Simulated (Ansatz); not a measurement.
MnS:

```
Mn S
1.0
     0.00000    2.47346    2.47346
     2.47346    0.00000    2.47346
     2.47346    2.47346    0.00000
Mn S
1 1
Direct
  0.00000 0.00000 0.00000
  0.75000 0.75000 0.75000
```

The cell is a database's computed one.

Base run:

* Program: Ansatz 0.2.0
* Functional: PBE
* Potentials or basis: Ansatz PAW
* Cutoff: 420 eV (not typed: the program's choice for these potentials)
* k mesh: 8 × 8 × 8
* Occupations: fermi-dirac, width 0.05 eV
* Spin: collinear spin, ferromagnetic start
* Starting moments: [1.0, 0.0] μB
* Fixed moment: 1 μB

Its results: pressure 5.6 GPa; site moments Mn +0.89; S -0.02 μB.

Q: The run is repeated on the same cell with these changes: fixed moment from 1 μB to 3 μB; moments at the start from [1.0, 0.0] to [3.0, 0.0]. What comes out?

A: Pressure 23.6 GPa; site moments Mn +2.53; S +0.02 μB.

Caveats: the total moment is fixed, so each spin has its own Fermi level; a cell with one magnetic atom can't hold antiferromagnetic order, which such compounds often take; the thresholds are loose for stress.
